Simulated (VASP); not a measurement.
# Nb (Fm-3m) in VASP: a series of runs

The runs below take Nb through single point, with r2SCAN.

Everything below comes from runs of VASP 6.6.1. Logs are shortened: lines on timing, memory, paths and dates and some standing lists are left out, and cuts for length are marked.

### Step 1. Starting point

It takes space group Fm-3m (No. 225, cubic). The conventional cell has a = 4.230 Å, b = 4.230 Å, c = 4.230 Å, α = 90.00°, β = 90.00°, γ = 90.00°. Nb (site symmetry m-3m) is surrounded by 12 Nb at 2.99 Å.

This isn't the form of Nb at room conditions, which is bcc.

### Step 2. Single point, r2SCAN

Contents of INCAR:

```
  PREC = Accurate
  ENCUT = 500
  EDIFF = 1E-7
  ISMEAR = -1
  SIGMA = 0.1
  LREAL = False
  LASPH = True
  NELM = 100
  ALGO = Normal
  ISIF = 2
  LWAVE = False
  LCHARG = False
  METAGGA = R2SCAN
  LMIXTAU = True
  ADDGRID = False
```

Contents of KPOINTS:

```
Automatic mesh
0
Gamma
  17 17 17
```

Contents of POSCAR:

```
Nb
1.0
    0.0000000000      2.1150000000      2.1150000000
    2.1150000000      0.0000000000      2.1150000000
    2.1150000000      2.1150000000      0.0000000000
Nb
1
Direct
    0.0000000000      0.0000000000      0.0000000000
```

Potentials or basis: VASP PAW PBE potentials, release 64 (Nb_sv).

Command:

```sh
$ cat potpaw_PBE.64/Nb_sv/POTCAR > POTCAR
$ mpirun -np 1 vasp_std > vasp.out
```

OUTCAR:

```text
PREC = Accurate
   ENCUT = 500
   EDIFF = 1E-7
   ISMEAR = -1
   LREAL = False
   LASPH = True
   NELM = 100
   ISIF = 2
   METAGGA = R2SCAN

 Found    165 irreducible k-points:

 Following reciprocal coordinates:
            Coordinates               Weight
  0.000000  0.000000  0.000000      1.000000
  0.058824  0.000000  0.000000      8.000000
  0.117647  0.000000  0.000000      8.000000
  0.176471  0.000000  0.000000      8.000000
  0.235294  0.000000  0.000000      8.000000
  0.294118  0.000000  0.000000      8.000000
   k-points           NKPTS =    165   k-points in BZ     NKDIM =    165   number of bands    NBANDS=     10
   number of dos      NEDOS =    301   number of ions     NIONS =      1
   total plane-waves  NPLWV =  13824
   dimension x,y,z NGX =    24 NGY =   24 NGZ =   24
   dimension x,y,z NGXF=    48 NGYF=   48 NGZF=   48
   ions per type =               1
   NGX,Y,Z   is equivalent  to a cutoff of  13.34, 13.34, 13.34 a.u.
   NGXF,Y,Z  is equivalent  to a cutoff of  26.68, 26.68, 26.68 a.u.
 SYSTEM =  unknown system
   PREC   = accura    normal or accurate (medium, high low for compatibility)
   ISTART =      0    job   : 0-new  1-cont  2-samecut
   ICHARG =      2    charge: 1-file 2-atom 10-const
   ISPIN  =      1    spin polarized calculation?
   LNONCOLLINEAR =      F non collinear calculations
   LSORBIT =      F    spin-orbit coupling
   LASPH  =      T    aspherical Exc in radial PAW
   ENCUT  =  500.0 eV  36.75 Ry    6.06 a.u.   5.45  5.45  5.45*2*pi/ulx,y,z
   NELM   =    100;   NELMIN=  2; NELMDL= -5     # of ELM steps
   EDIFF  = 0.1E-06   stopping-criterion for ELM
   LREAL  =      F    real-space projection
   EDIFFG = 0.1E-05   stopping-criterion for IOM
   NSW    =      0    number of steps for IOM
   IBRION =     -1    ionic relax: 0-MD 1-quasi-New 2-CG
   NFREE  =      0    steps in history (QN), initial steepest desc. (CG)
   ISIF   =      2    stress and relaxation
   ISYM   =      2    0-nonsym 1-usesym 2-fastsym
   POTIM  = 0.5000    time-step for ionic-motion
   TEBEG  =    0.0;   TEEND  =   0.0 temperature during run
   PSTRESS=    0.0 pullay stress
   NELECT =      13.0000    total number of electrons
   NUPDOWN=      -1.0000    fix difference up-down
   EMIN   =  10.00;   EMAX   =-10.00  energy-range for DOS
   EFERMI =   0.00;   METHOD = LEGACY
   ISMEAR =    -1;   SIGMA  =   0.10  broadening in eV -4-tet -1-fermi 0-gaus
   EFERMI_NEDOS =   21; number of points for ismear=-14 and -15
   IALGO  =     38    algorithm
   IMIX   =      4    mixing-type and parameters
     AMIX     =   0.40;   BMIX     =  1.00
     AMIX_MAG =   1.60;   BMIX_MAG =  1.00
  volume/ion in A,a.u.               =      18.92       127.69
  Fermi-wavevector in a.u.,A,eV,Ry     =   1.444560  2.729823 28.392005  2.086754
  Thomas-Fermi vector in A             =   2.562841
   LORBIT       =      0    0 simple, 1 ext, 2 COOP (PROOUT), +10 PAW based schemes
   METAGGA = R2SCAN    functional components
   LHFCALC =     F    Hartree Fock is set to
   AEXX    =    0.0000 exact exchange contribution
   IVDW    =     0    specifies the selected vdW correction
   LEPSILON=     F    determine dielectric tensor
   LRPA    =     F    only Hartree local field effects (RPA)
 non-spin polarized calculation
  energy-cutoff  :      500.00
  volume of cell :       18.92
 maximum number of plane-waves:       531
 NGX is ok and might be reduce to    24
   NGX = 11   NGY = 11   NGZ = 11

 number of electron      13.0000001 magnetization

 Free energy of the ion-electron system (eV)
  ---------------------------------------------------
  ext. energy  EPLUGINS =         0.00000000
  ---------------------------------------------------
  free energy    TOTEN  =       -24.53273270 eV

  energy without entropy =      -24.48661290  energy(sigma->0) =      -24.50967280

 E-fermi :  10.8571     XC(G=0): -13.3349

 val. band max:       10.8542151401   @ k =   0.4706   0.2941   0.0588
 cond. band min:      10.8651675641   @ k =  -0.3529   0.1765   0.0588
 fundamental gap:      0.0109524240
 Fermi energy:        10.8571105871

 k-point     1 :       0.0000    0.0000    0.0000
  band No.  band energies     occupation
      1     -45.7875      2.00000
      2     -20.4371      2.00000
      3     -20.4371      2.00000
      4     -20.4371      2.00000
      5       4.2637      2.00000
      6      10.9940      0.40573
      7      10.9940      0.40573
      8      10.9940      0.40573
      9      13.7880      0.00000
     10      13.7880      0.00000

 k-point     2 :       0.0588    0.0000    0.0000
  band No.  band energies     occupation
      1     -45.7807      2.00000
      2     -20.4816      2.00000
      3     -20.4426      2.00000
      4     -20.4426      2.00000
      5       4.3985      2.00000
      6      10.8836      0.86812
      7      11.0558      0.24119
      8      11.0558      0.24119
      9      13.7319      0.00000
     10      13.7319      0.00000

 k-point     3 :       0.1176    0.0000    0.0000
  band No.  band energies     occupation
      1     -45.7613      2.00000
      2     -20.6080      2.00000
      3     -20.4581      2.00000
      4     -20.4581      2.00000
      5       4.7836      2.00000
      6      10.6041      1.85243
      7      11.2149      0.05437
      8      11.2149      0.05437
      9      13.6079      0.00000
     10      13.6079      0.00000

 k-point     4 :       0.1765    0.0000    0.0000
  band No.  band energies     occupation
      1     -45.7316      2.00000
      2     -20.7961      2.00000
      3     -20.4816      2.00000
      4     -20.4816      2.00000
      5       5.3589      2.00000
      6      10.2836      1.99356
      7      11.3813      0.01053
      8      11.3813      0.01053
      9      13.5477      0.00000
     10      13.5477      0.00000

 k-point     5 :       0.2353    0.0000    0.0000
  band No.  band energies     occupation
      1     -45.6955      2.00000
      2     -21.0178      2.00000
      3     -20.5097      2.00000
      4     -20.5097      2.00000
      5       6.0035      2.00000
      6      10.0915      1.99905
      7      11.4212      0.00707
      8      11.4212      0.00707
      9      13.7218      0.00000
     10      13.7218      0.00000

 k-point     6 :       0.2941    0.0000    0.0000
  band No.  band energies     occupation
      1     -45.6580      2.00000
      2     -21.2420      2.00000
      3     -20.5387      2.00000
      4     -20.5387      2.00000
      5       6.5258      2.00000
      6      10.2199      1.99659
      7      11.3022      0.02307
      8      11.3022      0.02307
      9      14.1702      0.00000
     10      14.1702      0.00000

 [... further k-points ...]

------------------------ aborting loop because EDIFF is reached ----------------------------------------

  FORCE on cell =-STRESS in cart. coord.  units (eV):
  Direction    XX          YY          ZZ          XY          YZ          ZX
  --------------------------------------------------------------------------------------
  -------------------------------------------------------------------------------------
  Total       -0.2539987     -0.2539987     -0.2539987      0.0000000     -0.0000000      0.0000000
  in kB      -21.5070534    -21.5070534    -21.5070534      0.0000000     -0.0000000      0.0000000
  external PRESSURE =     -21.5070534 kB  Pullay stress =       0.0000000 kB

 VOLUME and BASIS-vectors are now :
 -----------------------------------------------------------------------------
  energy-cutoff  :      500.00
  volume of cell :       18.92
      direct lattice vectors                 reciprocal lattice vectors
     0.000000000  2.115000000  2.115000000    -0.236406619  0.236406619  0.236406619
     2.115000000  0.000000000  2.115000000     0.236406619 -0.236406619  0.236406619
     2.115000000  2.115000000  0.000000000     0.236406619  0.236406619 -0.236406619

 POSITION                                       TOTAL-FORCE (eV/Angst)
 -----------------------------------------------------------------------------------
      0.00000      0.00000      0.00000         0.000000     -0.000000     -0.000000
 -----------------------------------------------------------------------------------
    total drift:                               -0.000000     -0.000000     -0.000000

  FREE ENERGIE OF THE ION-ELECTRON SYSTEM (eV)
  ---------------------------------------------------
  free  energy   TOTEN  =       -24.5327326956 eV

  energy  without entropy=      -24.4866129043  energy(sigma->0) =      -24.50967280
```

Wall time 1.8 min (1 thread of AMD EPYC 9R45 (Zen 5), shared host); peak memory 0.14 GiB.

These settings aren't checked as converged: the numbers below hold their error.

What came out:

* Free energy: -24.5327 eV
* Pressure: -2.2 GPa
* Band gap on the k mesh: none (metal or under the smearing width)

Caveat: the PAW data sets were made with another functional, which shifts forces and pressure a little.

### Step 3. Single point, r2SCAN

Changes to INCAR since step 2:

```diff
@@ -1,3 +1,3 @@
   PREC = Accurate
-  ENCUT = 500
+  ENCUT = 600
   EDIFF = 1E-7
```

KPOINTS is that of step 2.

POSCAR is that of step 2.

Potentials or basis: VASP PAW PBE potentials, release 64 (Nb_sv).

Command:

```sh
$ cat potpaw_PBE.64/Nb_sv/POTCAR > POTCAR
$ mpirun -np 1 vasp_std > vasp.out
```

OUTCAR:

```text
PREC = Accurate
   ENCUT = 600
   EDIFF = 1E-7
   ISMEAR = -1
   LREAL = False
   LASPH = True
   NELM = 100
   ISIF = 2
   METAGGA = R2SCAN

 Found    165 irreducible k-points:

 Following reciprocal coordinates:
            Coordinates               Weight
  0.000000  0.000000  0.000000      1.000000
  0.058824  0.000000  0.000000      8.000000
  0.117647  0.000000  0.000000      8.000000
  0.176471  0.000000  0.000000      8.000000
  0.235294  0.000000  0.000000      8.000000
  0.294118  0.000000  0.000000      8.000000
   k-points           NKPTS =    165   k-points in BZ     NKDIM =    165   number of bands    NBANDS=     10
   number of dos      NEDOS =    301   number of ions     NIONS =      1
   total plane-waves  NPLWV =  13824
   dimension x,y,z NGX =    24 NGY =   24 NGZ =   24
   dimension x,y,z NGXF=    48 NGYF=   48 NGZF=   48
   ions per type =               1
   NGX,Y,Z   is equivalent  to a cutoff of  13.34, 13.34, 13.34 a.u.
   NGXF,Y,Z  is equivalent  to a cutoff of  26.68, 26.68, 26.68 a.u.
 SYSTEM =  unknown system
   PREC   = accura    normal or accurate (medium, high low for compatibility)
   ISTART =      0    job   : 0-new  1-cont  2-samecut
   ICHARG =      2    charge: 1-file 2-atom 10-const
   ISPIN  =      1    spin polarized calculation?
   LNONCOLLINEAR =      F non collinear calculations
   LSORBIT =      F    spin-orbit coupling
   LASPH  =      T    aspherical Exc in radial PAW
   ENCUT  =  600.0 eV  44.10 Ry    6.64 a.u.   5.97  5.97  5.97*2*pi/ulx,y,z
   NELM   =    100;   NELMIN=  2; NELMDL= -5     # of ELM steps
   EDIFF  = 0.1E-06   stopping-criterion for ELM
   LREAL  =      F    real-space projection
   EDIFFG = 0.1E-05   stopping-criterion for IOM
   NSW    =      0    number of steps for IOM
   IBRION =     -1    ionic relax: 0-MD 1-quasi-New 2-CG
   NFREE  =      0    steps in history (QN), initial steepest desc. (CG)
   ISIF   =      2    stress and relaxation
   ISYM   =      2    0-nonsym 1-usesym 2-fastsym
   POTIM  = 0.5000    time-step for ionic-motion
   TEBEG  =    0.0;   TEEND  =   0.0 temperature during run
   PSTRESS=    0.0 pullay stress
   NELECT =      13.0000    total number of electrons
   NUPDOWN=      -1.0000    fix difference up-down
   EMIN   =  10.00;   EMAX   =-10.00  energy-range for DOS
   EFERMI =   0.00;   METHOD = LEGACY
   ISMEAR =    -1;   SIGMA  =   0.10  broadening in eV -4-tet -1-fermi 0-gaus
   EFERMI_NEDOS =   21; number of points for ismear=-14 and -15
   IALGO  =     38    algorithm
   IMIX   =      4    mixing-type and parameters
     AMIX     =   0.40;   BMIX     =  1.00
     AMIX_MAG =   1.60;   BMIX_MAG =  1.00
  volume/ion in A,a.u.               =      18.92       127.69
  Fermi-wavevector in a.u.,A,eV,Ry     =   1.444560  2.729823 28.392005  2.086754
  Thomas-Fermi vector in A             =   2.562841
   LORBIT       =      0    0 simple, 1 ext, 2 COOP (PROOUT), +10 PAW based schemes
   METAGGA = R2SCAN    functional components
   LHFCALC =     F    Hartree Fock is set to
   AEXX    =    0.0000 exact exchange contribution
   IVDW    =     0    specifies the selected vdW correction
   LEPSILON=     F    determine dielectric tensor
   LRPA    =     F    only Hartree local field effects (RPA)
 non-spin polarized calculation
  energy-cutoff  :      600.00
  volume of cell :       18.92
 maximum number of plane-waves:       644
   NGX = 11   NGY = 11   NGZ = 11

 number of electron      13.0000001 magnetization

 Free energy of the ion-electron system (eV)
  ---------------------------------------------------
  ext. energy  EPLUGINS =         0.00000000
  ---------------------------------------------------
  free energy    TOTEN  =       -24.53109587 eV

  energy without entropy =      -24.48497415  energy(sigma->0) =      -24.50803501

 E-fermi :  10.8569     XC(G=0): -13.3345

 val. band max:       10.8538122578   @ k =   0.4706   0.2941   0.0588
 cond. band min:      10.8651366813   @ k =  -0.3529   0.1765   0.0588
 fundamental gap:      0.0113244235
 Fermi energy:        10.8569026776

 k-point     1 :       0.0000    0.0000    0.0000
  band No.  band energies     occupation
      1     -45.7880      2.00000
      2     -20.4373      2.00000
      3     -20.4373      2.00000
      4     -20.4373      2.00000
      5       4.2630      2.00000
      6      10.9938      0.40568
      7      10.9938      0.40568
      8      10.9938      0.40568
      9      13.7877      0.00000
     10      13.7877      0.00000

 k-point     2 :       0.0588    0.0000    0.0000
  band No.  band energies     occupation
      1     -45.7813      2.00000
      2     -20.4818      2.00000
      3     -20.4427      2.00000
      4     -20.4427      2.00000
      5       4.3975      2.00000
      6      10.8833      0.86853
      7      11.0555      0.24138
      8      11.0555      0.24138
      9      13.7315      0.00000
     10      13.7315      0.00000

 k-point     3 :       0.1176    0.0000    0.0000
  band No.  band energies     occupation
      1     -45.7618      2.00000
      2     -20.6082      2.00000
      3     -20.4583      2.00000
      4     -20.4583      2.00000
      5       4.7825      2.00000
      6      10.6038      1.85253
      7      11.2145      0.05445
      8      11.2145      0.05445
      9      13.6074      0.00000
     10      13.6074      0.00000

 k-point     4 :       0.1765    0.0000    0.0000
  band No.  band energies     occupation
      1     -45.7321      2.00000
      2     -20.7963      2.00000
      3     -20.4818      2.00000
      4     -20.4818      2.00000
      5       5.3578      2.00000
      6      10.2833      1.99356
      7      11.3809      0.01054
      8      11.3809      0.01054
      9      13.5472      0.00000
     10      13.5472      0.00000

 k-point     5 :       0.2353    0.0000    0.0000
  band No.  band energies     occupation
      1     -45.6960      2.00000
      2     -21.0180      2.00000
      3     -20.5099      2.00000
      4     -20.5099      2.00000
      5       6.0024      2.00000
      6      10.0913      1.99905
      7      11.4209      0.00708
      8      11.4209      0.00708
      9      13.7213      0.00000
     10      13.7213      0.00000

 k-point     6 :       0.2941    0.0000    0.0000
  band No.  band energies     occupation
      1     -45.6585      2.00000
      2     -21.2422      2.00000
      3     -20.5388      2.00000
      4     -20.5388      2.00000
      5       6.5249      2.00000
      6      10.2197      1.99659
      7      11.3019      0.02309
      8      11.3019      0.02309
      9      14.1697      0.00000
     10      14.1697      0.00000

 [... further k-points ...]

------------------------ aborting loop because EDIFF is reached ----------------------------------------

  FORCE on cell =-STRESS in cart. coord.  units (eV):
  Direction    XX          YY          ZZ          XY          YZ          ZX
  --------------------------------------------------------------------------------------
  -------------------------------------------------------------------------------------
  Total       -0.2428002     -0.2428002     -0.2428002      0.0000000     -0.0000000      0.0000000
  in kB      -20.5588352    -20.5588352    -20.5588352      0.0000000     -0.0000000      0.0000000
  external PRESSURE =     -20.5588352 kB  Pullay stress =       0.0000000 kB

 VOLUME and BASIS-vectors are now :
 -----------------------------------------------------------------------------
  energy-cutoff  :      600.00
  volume of cell :       18.92
      direct lattice vectors                 reciprocal lattice vectors
     0.000000000  2.115000000  2.115000000    -0.236406619  0.236406619  0.236406619
     2.115000000  0.000000000  2.115000000     0.236406619 -0.236406619  0.236406619
     2.115000000  2.115000000  0.000000000     0.236406619  0.236406619 -0.236406619

 POSITION                                       TOTAL-FORCE (eV/Angst)
 -----------------------------------------------------------------------------------
      0.00000      0.00000      0.00000         0.000000      0.000000      0.000000
 -----------------------------------------------------------------------------------
    total drift:                                0.000000     -0.000000     -0.000000

  FREE ENERGIE OF THE ION-ELECTRON SYSTEM (eV)
  ---------------------------------------------------
  free  energy   TOTEN  =       -24.5310958654 eV

  energy  without entropy=      -24.4849741451  energy(sigma->0) =      -24.50803501
```

stdout:

```text
POSCAR found type information on POSCAR Nb
 POSCAR found :  1 types and       1 ions
 scaLAPACK will be used
 -----------------------------------------------------------------------------
|                                                                             |
|                                                                             |
|     You enforced a specific xc type in the INCAR file but a different       |
|     I HOPE YOU KNOW WHAT YOU ARE DOING!                                     |
|                                                                             |
 -----------------------------------------------------------------------------

 LDA part: xc-table for (None), standard interpolation
 POSCAR, INCAR and KPOINTS ok, starting setup
 FFT: planning ... GRIDC
 FFT: planning ... GRID_SOFT
 FFT: planning ... GRID
 WAVECAR not read
 entering main loop
```

Wall time 1.9 min (1 thread of AMD EPYC 9R45 (Zen 5), shared host); peak memory 0.15 GiB.

The run converged, but some of its settings lie outside the range that counts as converged, so its numbers aren't taken as properties of the crystal.

Results:

* Free energy: -24.5311 eV
* Pressure: -2.1 GPa
* Band gap on the k mesh: none (metal or under the smearing width)

Caveat: the PAW data sets were made with another functional, which shifts forces and pressure a little.

### Step 4. For comparison

An earlier run on the cell as given: functional PBE; potentials or basis VASP PAW PBE potentials, release 64 (Nb_sv); cutoff 520 eV; k mesh 11 × 11 × 11; occupations fermi-dirac, width 0.05 eV; no spin polarisation.

- Pressure: -2.1 GPa
- Band gap on the k mesh: none (metal or under the smearing width)
